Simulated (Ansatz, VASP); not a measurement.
Two plane-wave programs on Fe

File INCAR:

```
SYSTEM = Fe
  AGGAC = 1.0
  AGGAX = 1.0
  ALDAC = 0.0
  ALDAX = 1.0
  ALGO = Normal
  EDIFF = 1E-6
  EDIFFG = -0.01
  ENCUT = 600
  GGA = B5
  IBRION = 2
  ISIF = 3
  ISMEAR = -1
  ISPIN = 2
  IVDW = 13
  LASPH = .True.
  LCHARG = .False.
  LMAXMIX = 4
  LORBIT = 11
  LREAL = .False.
  LWAVE = .False.
  MAGMOM = 3
  NELM = 120
  NSW = 60
  PREC = Accurate
  SIGMA = 0.05
  VDW_A1 = 0.44488865
  VDW_A2 = 4.0933009
  VDW_S6 = 1.0
  VDW_S8 = 2.34076671
```

File KPOINTS:

```
k-points
0
Gamma
  13 13 13
  0 0 0
```

POSCAR

```
Fe
1.0
   -1.4430000000      1.4430000000      1.4430000000
    1.4430000000     -1.4430000000      1.4430000000
    1.4430000000      1.4430000000     -1.4430000000
Fe
1
Direct
    0.0000000000      0.0000000000      0.0000000000
```

input.yaml

```yaml
crystal:
  lattice:
    - [-1.443, 1.443, 1.443]
    - [1.443, -1.443, 1.443]
    - [1.443, 1.443, -1.443]
  atoms:
    - { symbol: Fe, position: [0.0, 0.0, 0.0], spin: 3.0 }
hamiltonian:
  xc: blyp
  pseudopotentials: { kind: paw }
  dispersion: d4
magnetization:
  spin_polarized: true
kpoints:
  mp_grid: { grid: [13, 13, 13] }
scf:
  occupations: { method: fermi_dirac, width: 0.05 }
output:
  forces: true
  stress: true
relax:
  f_tol: 0.01
  max_steps: 40
  cell: { stress_tol: 0.05 }
```

Alike in both runs: task relaxation of cell and atoms; functional BLYP; dispersion D4; k mesh 13 × 13 × 13; occupations fermi-dirac, width 0.05 eV; collinear spin, ferromagnetic start.

|  | VASP | Ansatz |
| --- | --- | --- |
| version | VASP 6.6.1 | Ansatz 0.2.0 |
| potentials or method | VASP PAW PBE potentials, release 64 (Fe) | Ansatz PAW |
| plane-wave cutoff (eV) | 600 | 420 |
| valence electrons in the cell | 8 | 16 |

Ansatz gave:

```
net moment per atom (μB)                                      : 2.09
size of the moment on the site where the two differ most (μB) : 2.13
relaxed volume (Å³/atom)                                      : 11.24
relaxed cell length with the largest relative difference (Å)  : 2.444
energy change over the relaxation (meV/atom)                  : -30
```

Q: Which values does VASP return?

A: net moment per atom (μB): 2.09; size of the moment on the site where the two differ most (μB): 2.08; relaxed volume (Å³/atom): 11.24; relaxed cell length with the largest relative difference (Å): 2.444; energy change over the relaxation (meV/atom): -29.

Site moments also hang on the region over which each program counts them. The two sets of potentials don't hold the same shells in valence.

Caveats: the PAW data sets were made with another functional, which shifts forces and pressure a little (VASP); pairwise dispersion overbinds metals, which lowers pressure and volume (VASP); the plane-wave basis is chosen anew once the cell has moved, so the energies of steps on either side of that aren't comparable (Ansatz); the PAW data sets come from PBE, with cores solved anew for the run's functional, which leaves a small shift of forces and pressure (Ansatz).
